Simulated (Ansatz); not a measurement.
# FeO (Wuestite) (Fm-3m) in Ansatz: notebook

One crystal, FeO (Wuestite), is run at these levels: PBEsol; tasks: relaxation of cell and atoms.

All numbers are computed with Ansatz 0.2.0; they aren't measurements. Logs are shortened: lines on timing, memory, paths and dates and some standing lists are left out, and cuts for length are marked.

**1. The structure**

Symmetry: Fm-3m, No. 225, cubic system. Conventional cell: a = 4.311 Å, b = 4.311 Å, c = 4.311 Å, α = 90.00°, β = 90.00°, γ = 90.00°. Fe (site symmetry m-3m) has 6 O at 2.16 Å as nearest neighbours. O (site symmetry m-3m) has 6 Fe at 2.16 Å as nearest neighbours.

**2. Relaxation of cell and atoms, PBEsol, collinear spin, ferromagnetic start**

The input, input.yaml:

```yaml
crystal:
  lattice:
    - [0.0, 2.1554, 2.1554]
    - [2.1554, 0.0, 2.1554]
    - [2.1554, 2.1554, 0.0]
  atoms:
    - { symbol: Fe, position: [0.0, 0.0, 0.0], spin: 3.0 }
    - { symbol: O, position: [0.5, 0.5, 0.5] }
kpoints:
  mp_grid: { grid: [11, 11, 11] }
scf:
  occupations: { method: fermi_dirac, width: 0.05 }
hamiltonian:
  xc: pbesol
  pseudopotentials: { kind: all_electron, lapw: { basis_error: 0.001 } }
magnetization:
  spin_polarized: true
output:
  forces: true
  stress: true
relax:
  f_tol: 0.005
  max_steps: 60
  cell: {}
```

Potentials or basis: all-electron LAPW, scalar-relativistic.

Run with:

```bash
$ ansatz run input.yaml --threads 2 --pin off --max-ram 6144MiB --backend cpu --events-out ev --progress --plain --runs-dir out
```

The program printed:

```text
Warning: RAYON_NUM_THREADS=2 ignored (pool sized by the plan → 2); use --threads N
The last accepted step is kept in <dir> (removed where the run ends without a failure and the disk answers)
LAPW: plane waves up to 9.893 Å⁻¹, error target 1.0e-3 eV per atom; small_component_spin mean_spin; O in spheres of 0.950 Å, 8 of its electrons in bands, Dirac shells []; Fe in spheres of 1.141 Å, 16 of its electrons in bands, Dirac shells [] (how accurate: hamiltonian.pseudopotentials.lapw.basis_error, Limitations)
Engine: ansatz 0.2.0, aarch64-unknown-linux-gnu
Pseudopotentials: kind: all_electron
Pseudopotential: Fe, LAPW, valence charge 16, lapw/all_electron/scalar/gaussian/Fe, Koelling and Harmon's equation, gaussian nucleus
Pseudopotential: O, LAPW, valence charge 8, lapw/all_electron/scalar/gaussian/O, Koelling and Harmon's equation, gaussian nucleus
Functional definition: PBEsol
  exchange = pbesol_x
  correlation = pbesol_c
Crystal: 2 atoms, lattice volume = 20.027 Å³
Basis set: ecut = 372.9041257137593 eV, 331 PW (Γ), exchange–correlation at level 2
Bands: 18, of which v1, the nominal top of the filled ones, is band 12 counted from 1 (11 counted from 0)
Symmetry: 48 space group operations
Space group: Fm-3m (ITA 225), of the structure as read, at distance tolerance 2.7e-5 Å
Magnetic group: BNS 225.116 (UNI 1618), of the structure as read, at distance tolerance 2.7e-5 Å
k-points: 56 of 1331
Non-local potential: Fe, projectors of the file, none
Non-local potential: O, projectors of the file, none
Initial density: superposition of atomic densities (chi_scale 0.1, normalization cell, long waves kept (reshape's long-wave potential 0.00 eV rms))
Starting moments: Σ|m| = 3 μB on 1 of 2 sites
Initial wavefunctions: plane waves of lowest kinetic energy (no species holds an atomic orbital)
Functional: x = pbesol(κ = 0.804, μ = 0.12345679012345678), c = pbesol(β = 0.046)
iter 1 solved again at ethr=5.97e-3 eV; its pass at ethr=1.00e-1 eV (dr2=1.43e0 eV) is discarded
SCF iter   1: F=—  HF=-36643.514220 eV  |F-HF|=—  |Δ(HF+E_count)|=         —  Δρ=4.82e-2 (↑4.79e-2 ↓4.82e-2)  dr2=1.43e0  dr2_m=1.32e-1  M=3.650 μB ∫|m|=3.650 μB  β_m=0.30  ethr=5.97e-3  ⟨swp⟩=2.0  Hψ=12987  notcnv=0
Mixer restart at iter 1: flushing history
preconditioner: auto → none  [metal: Δε(μ)=0.015 eV  Ē_g=13.506 eV  σ=0.050 eV  W_gap=0.08  n_scr=8 (ndim 8)  ℏωp=31.0 eV  f_vac=0.000  D(μ)=2.80/eV (n_scr^D=50)  sad-step TF]
SCF iter   2: F=—  HF=-36643.168975 eV  |F-HF|=—  |Δ(HF+E_count)|=   3.45e-1  Δρ=2.89e-2 (↑2.89e-2 ↓2.50e-2)  dr2=3.34e-1  dr2_m=7.01e-2  M=3.677 μB ∫|m|=3.678 μB  β_m=0.46  ethr=5.97e-3  ⟨swp⟩=2.0  Hψ=6030  notcnv=0
SCF iter   3: F=—  HF=-36643.343271 eV  |F-HF|=—  |Δ(HF+E_count)|=   1.74e-1  Δρ=2.26e-2 (↑2.03e-2 ↓2.26e-2)  dr2=2.25e-1  dr2_m=4.41e-2  M=3.917 μB ∫|m|=3.917 μB  β_m=0.55  ethr=1.39e-3  ⟨swp⟩=2.0  Hψ=6003  notcnv=0
iter 4 solved again at ethr=2.35e-5 eV; its pass at ethr=9.36e-4 eV (dr2=5.65e-3 eV) is discarded
SCF iter   4: F=—  HF=-36643.441765 eV  |F-HF|=—  |Δ(HF+E_count)|=         —  Δρ=4.56e-3 (↑2.60e-3 ↓4.56e-3)  dr2=5.65e-3  dr2_m=8.58e-4  M=4.000 μB ∫|m|=4.008 μB  β_m=0.60  ethr=2.35e-5  ⟨swp⟩=2.0  Hψ=9858  notcnv=0
Mixer restart at iter 4: flushing history
SCF iter   5: F=—  HF=-36643.431220 eV  |F-HF|=—  |Δ(HF+E_count)|=         —  Δρ=4.22e-3 (↑3.45e-3 ↓4.22e-3)  dr2=1.40e-2  dr2_m=6.74e-5  M=4.002 μB ∫|m|=4.011 μB  β_m=0.47  ethr=2.35e-5  ⟨swp⟩=3.0  Hψ=6647  notcnv=0
the basis was enlarged: its passes take 637.5 KiB over the memory plan, 2 of 2 planned eigensolver slots
SCF iter   6: F=—  HF=-36643.408713 eV  |F-HF|=—  |Δ(HF+E_count)|=   2.25e-2  Δρ=7.47e-4 (↑6.13e-4 ↓7.47e-4)  dr2=2.83e-5  dr2_m=5.51e-5  M=4.001 μB ∫|m|=4.010 μB  β_m=0.63  ethr=2.35e-5  ⟨swp⟩=2.9  Hψ=6262  notcnv=0
SCF iter   7: F=—  HF=-36643.409385 eV  |F-HF|=—  |Δ(HF+E_count)|=   6.72e-4  Δρ=3.31e-4 (↑3.31e-4 ↓1.18e-4)  dr2=2.22e-5  dr2_m=5.99e-6  M=4.001 μB ∫|m|=4.011 μB  β_m=0.59  ethr=1.18e-7  ⟨swp⟩=3.0  Hψ=6178  notcnv=0
SCF iter   8: F=—  HF=-36643.409338 eV  |F-HF|=—  |Δ(HF+E_count)|=   4.75e-5  Δρ=1.26e-4 (↑4.08e-5 ↓1.26e-4)  dr2=2.20e-6  dr2_m=1.19e-6  M=4.001 μB ∫|m|=4.011 μB  β_m=0.80  ethr=9.23e-8  ⟨swp⟩=2.7  Hψ=5620  notcnv=0
SCF iter   9: F=—  HF=-36643.409342 eV  |F-HF|=—  |Δ(HF+E_count)|=   3.98e-6  Δρ=3.60e-5 (↑1.68e-5 ↓3.60e-5)  dr2=4.97e-7  dr2_m=2.90e-8  M=4.001 μB ∫|m|=4.011 μB  β_m=0.73  ethr=9.18e-9  ⟨swp⟩=2.7  Hψ=5731  notcnv=0
SCF iter  10: F=—  HF=-36643.409342 eV  |F-HF|=—  |Δ(HF+E_count)|=   1.74e-7  Δρ=7.90e-6 (↑3.95e-6 ↓7.90e-6)  dr2=2.38e-8  dr2_m=1.92e-9  M=4.001 μB ∫|m|=4.011 μB  β_m=0.87  ethr=2.07e-9  ⟨swp⟩=2.2  Hψ=5476  notcnv=0
SCF iter  11: F=-36643.409342 eV  HF=-36643.409342 eV  |F-HF|=1.40e-9  |Δ(HF+E_count)|=   4.52e-8  Δρ=1.54e-6 (↑4.99e-7 ↓1.54e-6)  dr2=8.87e-10  dr2_m=6.31e-11  M=4.001 μB ∫|m|=4.011 μB  ethr=9.92e-11  ⟨swp⟩=2.6  Hψ=5567  notcnv=0
SCF 1 converged in 11 iterations: F = -36643.409342 eV  dr2 = 8.87e-10
relax step   1: F+E_penalty+E_count = -36643.40934193 eV  Δ(F+E_penalty+E_count) = +0.000e0 eV  max|allowed force component| = 1.591e-29 eV/Å  Δτ_max = 0.0000 Å  P = -8.579 GPa  Ω = 20.027 Å³  (11 SCF iters, accepted)
Crystal: 2 atoms, lattice volume = 19.459 Å³
[... 27 lines left out ...]
SCF iter   7: F=-36643.434270 eV  HF=-36643.434270 eV  |F-HF|=2.69e-10  |Δ(HF+E_count)|=   1.87e-9  Δρ=6.62e-7 (↑4.40e-8 ↓6.62e-7)  dr2=8.70e-11  dr2_m=2.10e-11  M=3.999 μB ∫|m|=4.008 μB  ethr=5.66e-12 (applied; sched 1.00e-12)  ⟨swp⟩=2.1  Hψ=5445  notcnv=0
SCF 3 converged in 7 iterations: F = -36643.434270 eV  dr2 = 8.70e-11
relax step   3: F+E_penalty+E_count = -36643.43427013 eV  Δ(F+E_penalty+E_count) = -3.481e-3 eV  max|allowed force component| = 8.176e-31 eV/Å  Δτ_max = 0.0000 Å  P = +0.302 GPa  Ω = 19.105 Å³  (7 SCF iters, accepted)
Crystal: 2 atoms, lattice volume = 19.133 Å³
Basis set: ecut = 384.4322001402482 eV, 331 PW (Γ), exchange–correlation at level 2
iter 1 solved again at ethr=9.48e-10 eV; its pass at ethr=1.00e-1 eV (dr2=2.27e-7 eV) is discarded
SCF iter   1: F=—  HF=-36643.434296 eV  |F-HF|=—  |Δ(HF+E_count)|=         —  Δρ=3.07e-5 (↑2.15e-5 ↓3.07e-5)  dr2=2.81e-7  dr2_m=6.03e-8  M=3.999 μB ∫|m|=4.009 μB  β_m=0.65  ethr=9.48e-10  ⟨swp⟩=5.0  Hψ=11697  notcnv=0
preconditioner: auto → none  [metal: Δε(μ)=0.021 eV  Ē_g=13.870 eV  σ=0.050 eV  W_gap=0.10  n_scr=0 (ndim 8)  ℏωp=31.8 eV  f_vac=0.000  D(μ)=1.33/eV (n_scr^D=14)]
iter 2 solved again at ethr=7.89e-11 eV; its pass at ethr=9.48e-10 eV (dr2=1.89e-8 eV) is discarded
SCF iter   2: F=—  HF=-36643.434296 eV  |F-HF|=—  |Δ(HF+E_count)|=   3.37e-8  Δρ=1.21e-5 (↑7.34e-6 ↓1.21e-5)  dr2=1.89e-8  dr2_m=1.36e-8  M=3.999 μB ∫|m|=4.009 μB  β_m=0.65  ethr=7.89e-11  ⟨swp⟩=2.0  Hψ=9307  notcnv=0
SCF iter   3: F=-36643.434296 eV  HF=-36643.434296 eV  |F-HF|=4.49e-8  |Δ(HF+E_count)|=   9.27e-8  Δρ=2.53e-6 (↑2.50e-6 ↓2.53e-6)  dr2=2.02e-9  dr2_m=6.83e-10  M=3.999 μB ∫|m|=4.009 μB  ethr=7.88e-11  ⟨swp⟩=2.6  Hψ=5757  notcnv=0
SCF 4 converged in 3 iterations: F = -36643.434296 eV  dr2 = 2.02e-9
relax step   4: F+E_penalty+E_count = -36643.43429623 eV  Δ(F+E_penalty+E_count) = -2.610e-5 eV  max|allowed force component| = 3.123e-31 eV/Å  Δτ_max = 0.0000 Å  P = +0.003 GPa  Ω = 19.133 Å³  (3 SCF iters, accepted)
iter 1 solved again at ethr=3.69e-12 eV; its pass at ethr=1.00e-1 eV (dr2=8.85e-10 eV) is discarded
SCF iter   1: F=—  HF=-36643.434296 eV  |F-HF|=—  |Δ(HF+E_count)|=         —  Δρ=2.57e-6 (↑2.57e-6 ↓1.83e-6)  dr2=8.85e-10  dr2_m=6.55e-10  M=3.999 μB ∫|m|=4.009 μB  β_m=0.65  ethr=5.33e-12 (applied; sched 3.69e-12)  ⟨swp⟩=3.6  Hψ=9444  notcnv=0
SCF iter   2: F=—  HF=-36643.434296 eV  |F-HF|=—  |Δ(HF+E_count)|=   1.70e-8  Δρ=1.76e-6 (↑1.76e-6 ↓1.51e-6)  dr2=1.41e-9  dr2_m=1.48e-10  M=3.999 μB ∫|m|=4.009 μB  β_m=0.36  ethr=6.86e-12 (applied; sched 3.69e-12)  ⟨swp⟩=3.0  Hψ=6218  notcnv=0
SCF iter   3: F=-36643.434296 eV  HF=-36643.434296 eV  |F-HF|=1.02e-9  |Δ(HF+E_count)|=   2.60e-9  Δρ=1.48e-6 (↑7.46e-7 ↓1.48e-6)  dr2=5.84e-10  dr2_m=1.15e-10  M=3.999 μB ∫|m|=4.009 μB  ethr=6.20e-12 (applied; sched 3.69e-12)  ⟨swp⟩=3.0  Hψ=5817  notcnv=0
SCF 5 converged in 3 iterations: F = -36643.434296 eV  dr2 = 5.84e-10
relax step   5: F+E_penalty+E_count = -36643.43429645 eV  Δ(F+E_penalty+E_count) = -2.223e-7 eV  max|allowed force component| = 7.822e-31 eV/Å  Δτ_max = 0.0000 Å  P = +0.003 GPa  Ω = 19.133 Å³  stress off target by 3.05e-3 GPa  SCF on the basis re-selected at this cell (its energy is not comparable with the rows above)  (3 SCF iters)
basis re-selected at this cell: Δ(F+E_penalty+E_count) = -2.223e-7 eV, ΔP = +0.000 GPa vs the last step (what re-selecting the basis moved, after the strain that the cell walked since its last selection, with what the two solves' SCF thresholds leave and, on support functions, any second-order correction that the steps lacked; it is no measure of the basis error at this ecutwfc). This SCF's stress stands 3.05e-3 GPa from its target on what of the cell is left free (relax.cell.stress_tol is 5.00e-2 GPa) and its largest allowed force component is 7.82e-31 eV/Å (relax.f_tol is 5.00e-3 eV/Å): within both
SCF converged after 3 iterations
Magnetization: 3.9991 μB (13.9996 up, 10.0004 down)
Absolute magnetization: 4.0086 μB (∫|ρ↑−ρ↓|)
Spin contamination: 0.0109 ħ² per cell (⟨S²⟩ above its minimum at these occupations)
Per-site moments (μB) at R_I (Å): [(3.580004742871896, 1.1238574504740964), (0.33092755532225926, 0.9352941506500391)]
Free energy (F): -36643.434296 eV
Harris-Foulkes:  -36643.434296 eV  (|F-HF|=1.02e-9)
Internal energy: -36643.423452 eV  (E = F + TS)
E sigma→0 (E₀):  -36643.428874 eV
Entropy (-TS):   -0.010844 eV (-5.422 meV/atom)
Fermi energy:    15.473673 eV
--- Per-component energies (eV) ---
  E_band       = -1228.453296
  E_kinetic    = 37111.687590
  E_xc         = -1717.468089
  E_electrostatic = -72037.642953  (all electrons and nuclei)
  E_smearing   = -0.010844  (= −TS)
  E_closure    = 0.000000  (closes the sum)
  E_atoms      = -36626.719027  (free atoms, spherical and without spin; not in F)
  Σ components = -36643.434296   (vs F -36643.434296, Δ=0.00e0)
  Basis errors (estimates in eV, not in F): energy 3.7e-4 per atom: plane waves 3.4e-4 (1.9e-4 summed), levels above the bands 1.9e-109, relativity 4.5e-8, radial functions 3.4e-5, core shells 9.2e-8; eigenvalues (radial functions only) 3.7e-5; not estimated: angular momenta, meshes, grids; target (lapw.basis_error) 1.0e-3; muffin-tin radii O 0.935 Å, Fe 1.124 Å
--- Forces (eV/Å), atoms counted from 1 ---
  atom   1  Fe     0.00000000     0.00000000     0.00000000
  atom   2  O      0.00000000    -0.00000000     0.00000000
  max |Σ_I F_I| component: 1.59e-30 eV/Å
--- Stress (GPa, compression-positive) ---
        0.003045      -0.000000      -0.000000
       -0.000000       0.003045       0.000000
       -0.000000       0.000000       0.003045
  P = ⅓ Tr σ = 0.0030 GPa (0.030 kbar)
--- Relaxed structure (4 steps of the walk, 4 accepted, 1 SCFs on fresh bases) ---
  F+E_penalty+E_count = -36643.43429645 eV   max|allowed force component| = 7.822e-31 eV/Å   (the final SCF, on the basis selected at the relaxed cell)
  cell:  # Å, volume = 19.1329 Å³
    - [2.850223723718693e-34, 2.122836733822563, 2.122836733822563]
    - [2.122836733822563, 8.439210001306099e-35, 2.122836733822563]
    - [2.122836733822563, 2.122836733822563, 8.916901057567281e-35]
  atoms:
    - { symbol: Fe, position: [2.233842841684309e-35, -2.64338069599397e-34, 3.350764262528488e-35] }
    - { symbol: O, position: [0.5, 0.5, 0.5] }
```

Run time: 35 s. Hardware: 2 threads of Arm Neoverse V1, shared host; peak memory 0.41 GiB.

What came out:

```yaml
Free_energy: -36643.4343 eV
Relaxed_volume: 9.57 Å³/atom
Relaxed_cell: a = 3.002 Å, b = 3.002 Å, c = 3.002 Å, α = 60.00°, β = 60.00°, γ = 60.00°
Space_group_after_relaxing_to_0.05_Å: Fm-3m (No. 225)
Energy_gained_by_relaxing: 12.5 meV/atom
Ionic_steps: 5
Pressure_after_relaxing: 0.0 GPa
Net_moment: 4.00 μB per cell
Absolute_moment: 4.01 μB per cell
Site_moments: Fe +3.58; O +0.33 μB
```

Step by step:
| step | energy change (eV) | largest force (eV/Å) | volume (Å³) |
| --- | --- | --- | --- |
| 1 | 0.0000 | 0.0000 | 20.03 |
| 2 | -0.0214 | 0.0000 | 19.46 |
| 3 | -0.0249 | 0.0000 | 19.11 |
| 4 | -0.0250 | 0.0000 | 19.13 |
| 5 | -0.0250 | 0.0000 | 19.13 |

Final structure:
```cif
data_structure
_symmetry_space_group_name_H-M 'P 1'
_symmetry_Int_Tables_number 1
_cell_length_a 3.0021
_cell_length_b 3.0021
_cell_length_c 3.0021
_cell_angle_alpha 60.000
_cell_angle_beta 60.000
_cell_angle_gamma 60.000
_cell_volume 19.13
loop_
_atom_site_label
_atom_site_type_symbol
_atom_site_fract_x
_atom_site_fract_y
_atom_site_fract_z
_atom_site_occupancy
Fe1 Fe 0.00000 0.00000 0.00000 1
O1 O 0.50000 0.50000 0.50000 1
```

Caveat: a cell with one magnetic atom can't hold antiferromagnetic order, which such compounds often take.

**3. Relaxation of cell and atoms, PBEsol, collinear spin, ferromagnetic start, target pressure 5 GPa, at which the enthalpy is minimised**

Changes to input.yaml since step 2:

```diff
@@ -23,2 +23,2 @@
   max_steps: 60
-  cell: {}
+  cell: { p_target: 5 }
```

Potentials or basis: all-electron LAPW, scalar-relativistic.

Run with:

```bash
$ ansatz run input.yaml --threads 2 --pin off --max-ram 6144MiB --backend cpu --events-out ev --progress --plain --runs-dir out
```

It took 36 s on 2 threads of Arm Neoverse V1, shared host; peak memory 0.39 GiB.

Results (log left out):

```yaml
Free_energy: -36643.4276 eV
Relaxed_volume: 9.35 Å³/atom
Relaxed_cell: a = 2.979 Å, b = 2.979 Å, c = 2.979 Å, α = 60.00°, β = 60.00°, γ = 60.00°
Space_group_after_relaxing_to_0.05_Å: Fm-3m (No. 225)
Energy_change_on_relaxing_the_enthalpy_is_what_falls: -9.1 meV/atom
Ionic_steps: 5
Pressure_after_relaxing: 5.0 GPa
Net_moment: 4.00 μB per cell
Absolute_moment: 4.00 μB per cell
Site_moments: Fe +3.57; O +0.34 μB
```

The path:
```tsv
step	energy change (eV)	largest force (eV/Å)	volume (Å³)
1	0.0000	0.0000	20.03
2	-0.0250	0.0000	19.13
3	-0.0166	0.0000	18.65
4	-0.0183	0.0000	18.70
5	-0.0183	0.0000	18.70
```

Final structure:
```
CELL_PARAMETERS angstrom
0.00000 2.10663 2.10663
2.10663 0.00000 2.10663
2.10663 2.10663 0.00000
ATOMIC_POSITIONS crystal
Fe 0.00000 0.00000 0.00000
O 0.50000 0.50000 0.50000
```

Caveat: a cell with one magnetic atom can't hold antiferromagnetic order, which such compounds often take.

**4. Relaxation of cell and atoms, PBEsol, collinear spin, ferromagnetic start, target pressure 10 GPa, at which the enthalpy is minimised**

Changes to input.yaml since step 3:

```diff
@@ -23,2 +23,2 @@
   max_steps: 60
-  cell: { p_target: 5 }
+  cell: { p_target: 10 }
```

Run with:

```bash
$ ansatz run input.yaml --threads 2 --pin off --max-ram 6144MiB --backend cpu --events-out ev --progress --plain --runs-dir out
```

Wall time 36 s (2 threads of Arm Neoverse V1, shared host); peak memory 0.4 GiB.

The run converged. Its results:

```
Free energy                                            : -36643.4087 eV
Relaxed volume                                         : 9.15 Å³/atom
Relaxed cell                                           : a = 2.958 Å, b = 2.958 Å, c = 2.958 Å, α = 60.00°, β = 60.00°, γ = 60.00°
Space group after relaxing (to 0.05 Å)                 : Fm-3m (No. 225)
Energy change on relaxing (the enthalpy is what falls) : +0.3 meV/atom
Ionic steps                                            : 5
Pressure after relaxing                                : 10.0 GPa
Net moment                                             : 3.98 μB per cell
Absolute moment                                        : 3.99 μB per cell
Site moments                                           : Fe +3.55; O +0.34 μB
```

Step by step:
| step | energy change (eV) | largest force (eV/Å) | volume (Å³) |
| --- | --- | --- | --- |
| 1 | 0.0000 | 0.0000 | 20.03 |
| 2 | -0.0213 | 0.0000 | 18.81 |
| 3 | 0.0043 | 0.0000 | 18.24 |
| 4 | 0.0007 | 0.0000 | 18.29 |
| 5 | 0.0007 | 0.0000 | 18.29 |

Final structure:
```xyz
2
Lattice="0.0000 2.0913 2.0913 2.0913 0.0000 2.0913 2.0913 2.0913 0.0000" Properties=species:S:1:pos:R:3 pbc="T T T"
Fe    0.0000    0.0000    0.0000
O     2.0913    2.0913    2.0913
```

Caveat: a cell with one magnetic atom can't hold antiferromagnetic order, which such compounds often take.

**5. Relaxation of cell and atoms, PBEsol, collinear spin, ferromagnetic start, target pressure 20 GPa, at which the enthalpy is minimised**

Changes to input.yaml since step 4:

```diff
@@ -23,2 +23,2 @@
   max_steps: 60
-  cell: { p_target: 10 }
+  cell: { p_target: 20 }
```

Run with:

```bash
$ ansatz run input.yaml --threads 2 --pin off --max-ram 6144MiB --backend cpu --events-out ev --progress --plain --runs-dir out
```

Run time: 31 s. Hardware: 2 threads of Arm Neoverse V1, shared host; peak memory 0.4 GiB.

The run converged. Its results:

```
Free energy                                            : -36643.3338 eV
Relaxed volume                                         : 8.75 Å³/atom
Relaxed cell                                           : a = 2.914 Å, b = 2.914 Å, c = 2.914 Å, α = 60.00°, β = 60.00°, γ = 60.00°
Space group after relaxing (to 0.05 Å)                 : Fm-3m (No. 225)
Energy change on relaxing (the enthalpy is what falls) : +37.8 meV/atom
Ionic steps                                            : 4
Pressure after relaxing                                : 20.0 GPa
Net moment                                             : 3.85 μB per cell
Absolute moment                                        : 3.85 μB per cell
Site moments                                           : Fe +3.44; O +0.31 μB
```

Step by step:
| step | energy change (eV) | largest force (eV/Å) | volume (Å³) |
| --- | --- | --- | --- |
| 1 | 0.0000 | 0.0000 | 20.03 |
| 2 | 0.0084 | 0.0000 | 18.18 |
| 3 | 0.0756 | 0.0000 | 17.49 |
| 4 | 0.0756 | 0.0000 | 17.49 |

Final structure:
```
CELL_PARAMETERS angstrom
0.00000 2.06033 2.06033
2.06033 0.00000 2.06033
2.06033 2.06033 0.00000
ATOMIC_POSITIONS crystal
Fe 0.00000 0.00000 0.00000
O 0.50000 0.50000 0.50000
```

Caveat: a cell with one magnetic atom can't hold antiferromagnetic order, which such compounds often take.

**6. Summary**

```tsv
cell	pressure (GPa)	moment (μB)
relaxed	0.0	4.00
relaxed to 5 GPa	5.0	4.00
relaxed to 10 GPa	10.0	3.98
relaxed to 20 GPa	20.0	3.85
```

Alike in all rows: task relaxation of cell and atoms; level PBEsol; potentials or basis all-electron LAPW, scalar-relativistic; spin collinear, ferromagnetic start; k mesh 11 × 11 × 11; smearing fermi-dirac 0.05 eV; basis error allowed 0.001 eV/atom.

Caveats: a cell with one magnetic atom can't hold antiferromagnetic order, which such compounds often take.

Compare energies only between runs with the same functional and basis.
